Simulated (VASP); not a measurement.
# TaN (P-6m2) in VASP: relaxation of cell and atoms with LDA

Aim: the relaxation of cell and atoms of TaN with LDA.

Everything below comes from runs of VASP 6.6.1. Logs are shortened: lines on timing, memory, paths and dates and some standing lists are left out, and cuts for length are marked.

**1. The crystal as given**

Symmetry: P-6m2, No. 187, hexagonal system. The conventional cell has a = 2.938 Å, b = 2.938 Å, c = 2.883 Å, α = 90.00°, β = 90.00°, γ = 120.00°. Around Ta (site symmetry -6m2) lie 6 N at 2.23 Å. N (site symmetry -6m2) is surrounded by 6 Ta at 2.23 Å.

**2. Relaxation of cell and atoms, LDA**

The input, INCAR:

```
ALGO = Normal
EDIFF = 1E-7
EDIFFG = -0.02
ENCUT = 600
GGA = CA
IBRION = 2
ISIF = 3
ISMEAR = -1
LASPH = T
LCHARG = F
LREAL = F
LWAVE = F
NELM = 100
NSW = 40
PREC = Accurate
SIGMA = 0.05
```

The input, KPOINTS:

```
k-points
0
Gamma
  8 8 8
```

The input, POSCAR:

```
TaN
1.0
    2.9380000000      0.0000000000      0.0000000000
   -1.4690000000      2.5443826363      0.0000000000
    0.0000000000      0.0000000000      2.8830000000
Ta N
1 1
Direct
    0.0000000000      0.0000000000      0.5000000000
    0.6666666667      0.3333333333      0.0000000000
```

Potentials or basis: VASP PAW LDA potentials, release 64 (Ta_pv, N).

Launch:

```sh
$ cat potpaw_LDA.64/Ta_pv/POTCAR potpaw_LDA.64/N/POTCAR > POTCAR
$ mpirun -np 1 vasp_std > vasp.out
```

OUTCAR:

```text
EDIFF = 1E-7
   EDIFFG = -0.02
   ENCUT = 600
   GGA = CA
   IBRION = 2
   ISIF = 3
   ISMEAR = -1
   LASPH = T
   LREAL = F
   NELM = 100
   NSW = 40
   PREC = Accurate

 ion  position               nearest neighbor table
   1  0.000  0.000  0.500-   2 2.23   2 2.23   2 2.23   2 2.23   2 2.23   2 2.23
   2  0.667  0.333  0.000-   1 2.23   1 2.23   1 2.23   1 2.23   1 2.23   1 2.23

  LATTYP: Found a hexagonal cell.
 ALAT       =     2.9380000000
 C/A-ratio  =     0.9812797822

  Lattice vectors:

 A1 = (   2.9380000000,   0.0000000000,   0.0000000000)
 A2 = (  -1.4690000000,   2.5443826363,   0.0000000000)
 A3 = (   0.0000000000,   0.0000000000,   2.8830000000)

Analysis of symmetry for initial positions (statically):
=====================================================================
 Subroutine PRICEL returns:
 Original cell was already a primitive cell.

 Routine SETGRP: Setting up the symmetry group for a
 hexagonal supercell.

 Subroutine GETGRP returns: Found 12 space group operations
 (whereof 12 operations were pure point group operations)
 out of a pool of 24 trial point group operations.

The static configuration has the point symmetry D_3h.

Analysis of symmetry for dynamics (positions and initial velocities):
=====================================================================
 Subroutine PRICEL returns:
 Original cell was already a primitive cell.

 Routine SETGRP: Setting up the symmetry group for a
 hexagonal supercell.

 Subroutine GETGRP returns: Found 12 space group operations
 (whereof 12 operations were pure point group operations)
 out of a pool of 24 trial point group operations.

The dynamic configuration has the point symmetry D_3h.

 Subroutine INISYM returns: Found 12 space group operations
 (whereof 12 operations are pure point group operations),
 and found     1 'primitive' translations

----------------------------------------------------------------------------------------

                                     Primitive cell

  volume of cell :      21.5516

  direct lattice vectors                    reciprocal lattice vectors
     2.938000000  0.000000000  0.000000000     0.340367597  0.196511324  0.000000000
    -1.469000000  2.544382636  0.000000000     0.000000000  0.393022648  0.000000000
     0.000000000  0.000000000  2.883000000     0.000000000  0.000000000  0.346860909

  length of vectors
     2.938000000  2.938000000  2.883000000     0.393022648  0.393022648  0.346860909

  position of ions in fractional coordinates (direct lattice)
     0.000000000  0.000000000  0.500000000
     0.666666667  0.333333333  0.000000000

  ion indices of the primitive-cell ions
   primitive index   ion index
                 1           1
                 2           2

----------------------------------------------------------------------------------------

 KPOINTS: k-points

Automatic generation of k-mesh.
 Grid dimensions read from file:
 generate k-points for:    8    8    8

 Generating k-lattice:

  Cartesian coordinates                     Fractional coordinates (reciprocal lattice)
     0.042545950  0.024563915  0.000000000     0.125000000  0.000000000  0.000000000
     0.000000000  0.049127831  0.000000000     0.000000000  0.125000000  0.000000000
     0.000000000  0.000000000  0.043357614     0.000000000  0.000000000  0.125000000

  Length of vectors
     0.049127831  0.049127831  0.043357614

  Shift w.r.t. Gamma in fractional coordinates (k-lattice)
     0.000000000  0.000000000  0.000000000

 Subroutine IBZKPT returns following result:
 ===========================================

 Found     50 irreducible k-points:

 Following reciprocal coordinates:
            Coordinates               Weight
  0.000000  0.000000  0.000000      1.000000
  0.125000  0.000000  0.000000      6.000000
  0.250000  0.000000  0.000000      6.000000
  0.375000  0.000000  0.000000      6.000000
  0.500000  0.000000  0.000000      3.000000
  0.125000  0.125000  0.000000      6.000000
[... 16 lines left out ...]
  0.250000  0.000000  0.250000     12.000000
  0.375000  0.000000  0.250000     12.000000
 [... further k-points ...]
   k-points           NKPTS =     50   k-points in BZ     NKDIM =     50   number of bands    NBANDS=     12
   number of dos      NEDOS =    301   number of ions     NIONS =      2
   total plane-waves  NPLWV =  13824
   dimension x,y,z NGX =    24 NGY =   24 NGZ =   24
   dimension x,y,z NGXF=    48 NGYF=   48 NGZF=   48
   ions per type =               1   1
   NGX,Y,Z   is equivalent  to a cutoff of  13.58, 13.58, 13.84 a.u.
   NGXF,Y,Z  is equivalent  to a cutoff of  27.16, 27.16, 27.68 a.u.
 SYSTEM =  unknown system
   PREC   = accura    normal or accurate (medium, high low for compatibility)
   ISTART =      0    job   : 0-new  1-cont  2-samecut
   ICHARG =      2    charge: 1-file 2-atom 10-const
   ISPIN  =      1    spin polarized calculation?
   LNONCOLLINEAR =      F non collinear calculations
   LSORBIT =      F    spin-orbit coupling
   LASPH  =      T    aspherical Exc in radial PAW
   ENCUT  =  600.0 eV  44.10 Ry    6.64 a.u.   5.87  5.87  5.76*2*pi/ulx,y,z
   NELM   =    100;   NELMIN=  2; NELMDL= -5     # of ELM steps
   EDIFF  = 0.1E-06   stopping-criterion for ELM
   LREAL  =      F    real-space projection
   EDIFFG = -.2E-01   stopping-criterion for IOM
   NSW    =     40    number of steps for IOM
   IBRION =      2    ionic relax: 0-MD 1-quasi-New 2-CG
   NFREE  =      1    steps in history (QN), initial steepest desc. (CG)
   ISIF   =      3    stress and relaxation
   ISYM   =      2    0-nonsym 1-usesym 2-fastsym
   POTIM  = 0.5000    time-step for ionic-motion
   TEBEG  =    0.0;   TEEND  =   0.0 temperature during run
   PSTRESS=    0.0 pullay stress
   NELECT =      16.0000    total number of electrons
   NUPDOWN=      -1.0000    fix difference up-down
   EMIN   =  10.00;   EMAX   =-10.00  energy-range for DOS
   EFERMI =   0.00;   METHOD = LEGACY
   ISMEAR =    -1;   SIGMA  =   0.05  broadening in eV -4-tet -1-fermi 0-gaus
   EFERMI_NEDOS =   21; number of points for ismear=-14 and -15
   IALGO  =     38    algorithm
   IMIX   =      4    mixing-type and parameters
     AMIX     =   0.40;   BMIX     =  1.00
     AMIX_MAG =   1.60;   BMIX_MAG =  1.00
  volume/ion in A,a.u.               =      10.78        72.72
  Fermi-wavevector in a.u.,A,eV,Ry     =   1.482365  2.801264 29.897531  2.197407
  Thomas-Fermi vector in A             =   2.596160
   LORBIT       =      0    0 simple, 1 ext, 2 COOP (PROOUT), +10 PAW based schemes
   GGA     = CA    functional components
   LHFCALC =     F    Hartree Fock is set to
   AEXX    =    0.0000 exact exchange contribution
   IVDW    =     0    specifies the selected vdW correction
   LEPSILON=     F    determine dielectric tensor
   LRPA    =     F    only Hartree local field effects (RPA)
 conjugate gradient relaxation of ions
 non-spin polarized calculation
  energy-cutoff  :      600.00
  volume of cell :       21.55
 maximum number of plane-waves:       732
 NGX is ok and might be reduce to    24
   NGX = 11   NGY = 11   NGZ = 11

--------------------------------------- Ionic step        1  -------------------------------------------

 number of electron      16.0000001 magnetization

 Free energy of the ion-electron system (eV)
  ---------------------------------------------------
  ext. energy  EPLUGINS =         0.00000000
  ---------------------------------------------------
  free energy    TOTEN  =       -24.70141380 eV

  energy without entropy =      -24.70076598  energy(sigma->0) =      -24.70108989

------------------------ aborting loop because EDIFF is reached ----------------------------------------

  FORCE on cell =-STRESS in cart. coord.  units (eV):
  Direction    XX          YY          ZZ          XY          YZ          ZX
  --------------------------------------------------------------------------------------
  -------------------------------------------------------------------------------------
  Total       -1.2639167     -1.2639167     -1.4462606      0.0000000      0.0000000      0.0000000
  in kB      -93.9615491    -93.9615491   -107.5172860      0.0000000      0.0000000      0.0000000
  external PRESSURE =     -98.4801281 kB  Pullay stress =       0.0000000 kB
[... 201 lines left out ...]
  energy  without entropy=      -24.7190462865  energy(sigma->0) =      -24.71937941

--------------------------------------- Ionic step        7  -------------------------------------------

 number of electron      16.0000000 magnetization

 Free energy of the ion-electron system (eV)
  ---------------------------------------------------
  ext. energy  EPLUGINS =         0.00000000
  ---------------------------------------------------
  free energy    TOTEN  =       -24.71975349 eV

  energy without entropy =      -24.71907952  energy(sigma->0) =      -24.71941650

 E-fermi :   8.3847     XC(G=0): -13.7290

 val. band max:        8.2748475228   @ k =   0.0000   0.0000   0.5000
 cond. band min:       8.4240073127   @ k =   0.0000   0.0000   0.3750
 fundamental gap:      0.1491597899
 Fermi energy:         8.3846758327

 k-point     1 :       0.0000    0.0000    0.0000
  band No.  band energies     occupation
      1     -26.1528      2.00000
      2     -25.8765      2.00000
      3     -25.8765      2.00000
      4      -9.3423      2.00000
      5       3.7326      2.00000
      6       3.7326      2.00000
      7       4.0752      2.00000
      8       5.4996      2.00000
      9      10.9726      0.00000
     10      12.1097      0.00000
     11      12.1097      0.00000
     12      12.4897      0.00000
[... 331 lines left out ...]
 k-point    24 :       0.3750    0.0000    0.2500
  band No.  band energies     occupation
      1     -26.7882      2.00000
      2     -26.4883      2.00000
      3     -26.0453      2.00000
      4      -7.1448      2.00000
      5       0.4821      2.00000
      6       2.9163      2.00000
      7       3.7908      2.00000
      8       6.7590      2.00000
      9      11.1149      0.00000
     10      11.8884      0.00000
     11      13.4548      0.00000
     12      14.7171      0.00000

 [... further k-points ...]

------------------------ aborting loop because EDIFF is reached ----------------------------------------

  FORCE on cell =-STRESS in cart. coord.  units (eV):
  Direction    XX          YY          ZZ          XY          YZ          ZX
  --------------------------------------------------------------------------------------
  -------------------------------------------------------------------------------------
  Total       -0.0135421     -0.0135421     -0.0054871      0.0000000      0.0000000      0.0000000
  in kB       -1.0344660     -1.0344660     -0.4191524      0.0000000      0.0000000      0.0000000
  external PRESSURE =      -0.8293615 kB  Pullay stress =       0.0000000 kB
[... 17 lines left out ...]
  FREE ENERGIE OF THE ION-ELECTRON SYSTEM (eV)
  ---------------------------------------------------
  free  energy   TOTEN  =       -24.7197534860 eV

  energy  without entropy=      -24.7190795153  energy(sigma->0) =      -24.71941650

 reached required accuracy - stopping structural energy minimisation
```

Wall time 23 s (1 thread of Intel Xeon Platinum 8488C (Sapphire Rapids), shared host); peak memory 0.15 GiB.

Results:

```yaml
Free_energy: -24.7198 eV
Relaxed_volume: 10.49 Å³/atom
Relaxed_cell: a = 2.912 Å, b = 2.912 Å, c = 2.856 Å, α = 90.00°, β = 90.00°, γ = 120.00°
Space_group_after_relaxing_to_0.05_Å: P-6m2 (No. 187)
Energy_gained_by_relaxing: 9.2 meV/atom
Ionic_steps: 7
Pressure_after_relaxing: -0.1 GPa
Band_gap_on_the_k_mesh: none (metal or under the smearing width)
```

The path:
```csv
step,energy change (eV),largest force (eV/Å),pressure (GPa),volume (Å³)
1,0.0000,0.0000,-9.85,21.55
2,0.1127,0.0000,31.19,19.55
3,-0.0183,0.0000,-0.31,20.99
4,-0.0183,0.0000,-0.07,20.97
5,-0.0183,0.0000,0.14,20.96
6,-0.0183,0.0000,-0.34,20.99
7,-0.0183,0.0000,-0.08,20.97
```

Final structure:
```yaml
crystal:
  lattice:
    - [2.91189, 0.00000, 0.00000]
    - [-1.45594, 2.52177, 0.00000]
    - [0.00000, 0.00000, 2.85627]
  atoms:
    - { symbol: Ta, position: [0.00000, 0.00000, 0.50000] }
    - { symbol: N, position: [0.66667, 0.33333, 0.00000] }
```

**3. The reference run**

An earlier run on the cell as given: functional PBEsol; potentials or basis VASP PAW PBE potentials, release 64 (Ta_pv, N); cutoff 520 eV; k mesh 10 × 10 × 9; occupations fermi-dirac, width 0.05 eV; no spin polarisation.

* Pressure: -4.1 GPa
* Band gap on the k mesh: none (metal or under the smearing width)
